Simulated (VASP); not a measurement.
# W in VASP: relaxation of the atoms with PBE+D3(BJ)

Aim: the relaxation of the atoms of W with PBE+D3(BJ).

Everything below comes from runs of VASP 6.6.1. Logs are shortened: lines on timing, memory, paths and dates and some standing lists are left out, and cuts for length are marked.

## 1. The slab as given

The cell holds a slab with vacuum, 4 atoms: a = 2.827 Å, b = 2.827 Å, c = 28.538 Å, α = 90.00°, β = 90.00°, γ = 109.47°.

The cell was built by a generator and needn't be a form met in nature.

## 2. Relaxation of the atoms, PBE+D3(BJ)

INCAR

```
SYSTEM = W
ALGO = Normal
DIPOL = 0.5 0.5 0.500
EDIFF = 1E-7
EDIFFG = -0.02
ENCUT = 520
GGA = PE
IBRION = 2
IDIPOL = 3
ISIF = 2
ISMEAR = 1
IVDW = 12
KPAR = 2
LASPH = .True.
LCHARG = .False.
LDIPOL = .True.
LREAL = .False.
LWAVE = .False.
NELM = 120
NSW = 90
PREC = Accurate
SIGMA = 0.1
```

KPOINTS

```
k-points
0
Gamma
  12 12 1
  0 0 0
```

POSCAR

```
W
1.0
    2.8274517300      0.0000000000      0.0000000000
   -0.9424839100      2.6657470100      0.0000000000
    0.0000000000      0.0000000000     28.5382430600
W
4
Direct
    0.5000000000      0.5000000000      0.3876516900
    0.0000000000      0.0000000000      0.4625517400
    0.5000000000      0.5000000000      0.5374517800
    0.0000000000      0.0000000000      0.6123483100
```

Potentials or basis: VASP PAW PBE potentials, release 64 (W_sv).

Run with:

```bash
> cat potpaw_PBE.64/W_sv/POTCAR > POTCAR
> mpirun -np 2 vasp_std > vasp.out
```

OUTCAR:

```text
SYSTEM = W
   EDIFF = 1E-7
   EDIFFG = -0.02
   ENCUT = 520
   GGA = PE
   IBRION = 2
   ISIF = 2
   ISMEAR = 1
   IVDW = 12
   LASPH = .True.
   LREAL = .False.
   NELM = 120
   NSW = 90
   PREC = Accurate
 IVDW          = 12

 ion  position               nearest neighbor table
   1  0.500  0.500  0.388-   2 2.69   2 2.69   2 3.15   2 3.15
   2  0.000  0.000  0.463-   3 2.69   3 2.69   1 2.69   1 2.69   3 3.15   3 3.15   1 3.15   1 3.15

   3  0.500  0.500  0.537-   4 2.69   4 2.69   2 2.69   2 2.69   4 3.15   4 3.15   2 3.15   2 3.15

   4  0.000  0.000  0.612-   3 2.69   3 2.69   3 3.15   3 3.15

  LATTYP: Found a base centered orthorhombic cell.
 ALAT       =     3.2648599976
 B/A-ratio  =     1.4142135705
 C/A-ratio  =     8.7410311870

  Lattice vectors:

 A1 = (   2.8274517300,   0.0000000000,   0.0000000000)
 A2 = (  -0.9424839100,   2.6657470100,   0.0000000000)
 A3 = (   0.0000000000,   0.0000000000,  28.5382430600)

Analysis of symmetry for initial positions (statically):
=====================================================================
 Subroutine PRICEL returns:
 Original cell was already a primitive cell.

 Routine SETGRP: Setting up the symmetry group for a
 base centered orthorhombic supercell.

 Subroutine GETGRP returns: Found  8 space group operations
 (whereof  4 operations were pure point group operations)
 out of a pool of  8 trial point group operations.

The static configuration has the point symmetry C_2v.
 The point group associated with its full space group is D_2h.

Analysis of symmetry for dynamics (positions and initial velocities):
=====================================================================
 Subroutine PRICEL returns:
 Original cell was already a primitive cell.

 Routine SETGRP: Setting up the symmetry group for a
 base centered orthorhombic supercell.

 Subroutine GETGRP returns: Found  8 space group operations
 (whereof  4 operations were pure point group operations)
 out of a pool of  8 trial point group operations.

The dynamic configuration has the point symmetry C_2v.
 The point group associated with its full space group is D_2h.

 Subroutine INISYM returns: Found  8 space group operations
 (whereof  4 operations are pure point group operations),
 and found     1 'primitive' translations

----------------------------------------------------------------------------------------

                                     Primitive cell

[... 118 lines left out ...]
   LORBIT       =      0    0 simple, 1 ext, 2 COOP (PROOUT), +10 PAW based schemes
   GGA     = PE    functional components
   LHFCALC =     F    Hartree Fock is set to
   AEXX    =    0.0000 exact exchange contribution
   IVDW    =    12    specifies the selected vdW correction
   LEPSILON=     F    determine dielectric tensor
   LRPA    =     F    only Hartree local field effects (RPA)
 conjugate gradient relaxation of ions
 non-spin polarized calculation
 Methfessel and Paxton  Order N= 1 SIGMA  =   0.10
  energy-cutoff  :      520.00
  volume of cell :      215.10
 maximum number of plane-waves:      5840
 NGX is ok and might be reduce to    24
   NGX = 11   NGY = 11   NGZ =107

--------------------------------------- Ionic step        1  -------------------------------------------

 number of electron      56.0000007 magnetization

 Free energy of the ion-electron system (eV)
  ---------------------------------------------------
  ext. energy  EPLUGINS =         0.00000000
  ---------------------------------------------------
  free energy    TOTEN  =       -48.54166329 eV

  energy without entropy =      -48.54259624  energy(sigma->0) =      -48.54197427

------------------------ aborting loop because EDIFF is reached ----------------------------------------

 Edisp (eV)   -1.90668

 E8    (eV) :    -1.0138
[... 119 lines left out ...]
 number of electron      56.0000011 magnetization

------------------------ aborting loop because EDIFF is reached ----------------------------------------

 vacuum level on the upper side and lower side of the slab       (xc-potential included)        -0.079        -0.054

 Edisp (eV)   -1.90479

 E8    (eV) :    -1.0127

  FORCE on cell =-STRESS in cart. coord.  units (eV):
  Direction    XX          YY          ZZ          XY          YZ          ZX
  --------------------------------------------------------------------------------------
  -------------------------------------------------------------------------------------
  Total      -9.32373   -10.12973     0.45610    -1.13984     0.00000     0.00000
  in kB     -69.44790   -75.45133     3.39727    -8.49013     0.00000     0.00000
  external pressure =      -47.17 kB  Pullay stress =        0.00 kB
[... 109 lines left out ...]
--------------------------------------- Ionic step        7  -------------------------------------------

 number of electron      56.0000010 magnetization

 dipolmoment           0.000000      0.000000     -0.000979 electrons x Angstroem

 Free energy of the ion-electron system (eV)
  ---------------------------------------------------
  ext. energy  EPLUGINS =         0.00000000
  ---------------------------------------------------
  free energy    TOTEN  =       -48.57557658 eV

  energy without entropy =      -48.57482088  energy(sigma->0) =      -48.57532468

 E-fermi :   0.1041     XC(G=0):  -4.8477

 val. band max:        0.1037342450   @ k =   0.3333   0.1667   0.0000
 cond. band min:       0.1154836118   @ k =  -0.4167   0.3333   0.0000
 fundamental gap:      0.0117493669
 Fermi energy:         0.1041202122

 k-point     1 :       0.0000    0.0000    0.0000
  band No.  band energies     occupation
      1     -74.1156      2.00000
      2     -74.0578      2.00000
      3     -73.9564      2.00000
      4     -73.9334      2.00000
      5     -38.8476      2.00000
      6     -38.5660      2.00000
[... 853 lines left out ...]
     32       1.5060     -0.00000
     33       2.5262      0.00000

 [... further k-points ...]

------------------------ aborting loop because EDIFF is reached ----------------------------------------

 vacuum level on the upper side and lower side of the slab       (xc-potential included)        -0.021         0.002

 Edisp (eV)   -1.90069

 E8    (eV) :    -1.0103

  FORCE on cell =-STRESS in cart. coord.  units (eV):
  Direction    XX          YY          ZZ          XY          YZ          ZX
  --------------------------------------------------------------------------------------
  -------------------------------------------------------------------------------------
  Total      -9.54821   -10.35237    -0.03914    -1.13725     0.00000     0.00000
  in kB     -71.11994   -77.10973    -0.29152    -8.47084     0.00000     0.00000
  external pressure =      -49.51 kB  Pullay stress =        0.00 kB
[... 19 lines left out ...]
  FREE ENERGIE OF THE ION-ELECTRON SYSTEM (eV)
  ---------------------------------------------------
  free  energy   TOTEN  =       -50.4762689606 eV

  energy  without entropy=      -50.4755132621  energy(sigma->0) =      -50.47601706

 reached required accuracy - stopping structural energy minimisation

 vacuum level on the upper side and lower side of the slab         4.830         4.854
```

OSZICAR:

```text
N       E                     dE             d eps       ncg     rms          rms(c)
DAV:   1     0.647765985160E+03    0.64777E+03   -0.35560E+04  3582   0.157E+03
DAV:   2    -0.246498311624E+02   -0.67242E+03   -0.66604E+03  3263   0.478E+02
DAV:   3    -0.504941426767E+02   -0.25844E+02   -0.25356E+02  3521   0.949E+01
[... 100 lines left out ...]
DAV:   2    -0.485755821962E+02   -0.20428E-03   -0.22271E-03  2964   0.333E-01    0.274E-02
DAV:   3    -0.485755795064E+02    0.26898E-05   -0.11377E-04  3766   0.949E-02    0.167E-02
DAV:   4    -0.485755827088E+02   -0.32025E-05   -0.96519E-05  3857   0.863E-02    0.141E-02
DAV:   5    -0.485755768457E+02    0.58631E-05   -0.46094E-05  3829   0.635E-02    0.190E-03
DAV:   6    -0.485755765792E+02    0.26646E-06   -0.20308E-06  3270   0.127E-02    0.152E-03
DAV:   7    -0.485755765821E+02   -0.28504E-08   -0.18121E-07  2480   0.301E-03
   7 F= -.50476269E+02 E0= -.50476017E+02  d E =-.468100E-05
```

CONTCAR:

```text
W
   1.00000000000000
     2.8274517299999999    0.0000000000000000    0.0000000000000000
    -0.9424839100000000    2.6657470100000000    0.0000000000000000
     0.0000000000000000    0.0000000000000000   28.5382430599999992
  W
     4
Direct
     0.5000000000000000    0.5000000000000000    0.3875804445228486
     0.0000000000000000    0.0000000000000000    0.4613506244742367
     0.5000000000000000    0.5000000000000000    0.5386528955257631
     0.0000000000000000    0.0000000000000000    0.6124195554771512

  0.00000000E+00  0.00000000E+00  0.00000000E+00
  0.00000000E+00  0.00000000E+00  0.00000000E+00
  0.00000000E+00  0.00000000E+00  0.00000000E+00
  0.00000000E+00  0.00000000E+00  0.00000000E+00
```

Run time: 11 min. Hardware: 2 MPI ranks of Intel Xeon Platinum 8488C (Sapphire Rapids), shared host; peak memory 0.49 GiB.

Results:

```
Free energy                  : -50.4763 eV
Energy gained by relaxing    : 7.0 meV/atom
Ionic steps                  : 7
Largest force after relaxing : 0.017 eV/Å
Band gap on the k mesh       : none (metal or under the smearing width)
Dispersion energy per atom   : -0.475 eV
```

Forces on the atoms (eV/Å):
```
W    0.000  0.000 -0.007
W    0.000  0.000  0.017
W    0.000  0.000 -0.017
W    0.000  0.000  0.007
```

The path:
| step | energy change (eV) | largest force (eV/Å) | pressure (GPa) |
| --- | --- | --- | --- |
| 1 | 0.0000 | 0.8712 | -4.97 |
| 2 | -0.0222 | 0.3084 | -4.54 |
| 3 | -0.0271 | 0.0736 | -4.71 |
| 4 | -0.0271 | 0.0669 | -4.72 |
| 5 | -0.0275 | 0.0453 | -4.79 |
| 6 | -0.0279 | 0.0200 | -4.96 |
| 7 | -0.0279 | 0.0174 | -4.95 |

Final structure:
```xyz
4
Lattice="2.8275 0.0000 0.0000 -0.9425 2.6657 0.0000 0.0000 0.0000 28.5382" Properties=species:S:1:pos:R:3 pbc="T T T"
W     0.9425    1.3329   11.0609
W     0.0000    0.0000   13.1661
W     0.9425    1.3329   15.3722
W     0.0000    0.0000   17.4774
```

Levels at points of the mesh, in eV from the Fermi level:
```tsv
k point	band 26	band 27	band 28	band 29	band 30	band 31
(0.00, 0.00, 0.00)	-0.99	-0.94	-0.94	-0.10	0.23	0.97
(0.50, 0.00, 0.00)	-1.43	0.54	0.55	1.65	1.66	1.83
(0.50, 0.50, 0.00)	0.74	0.76	1.11	1.18	1.69	2.18
```

Spin-orbit coupling is left out, which matters for the levels of W.
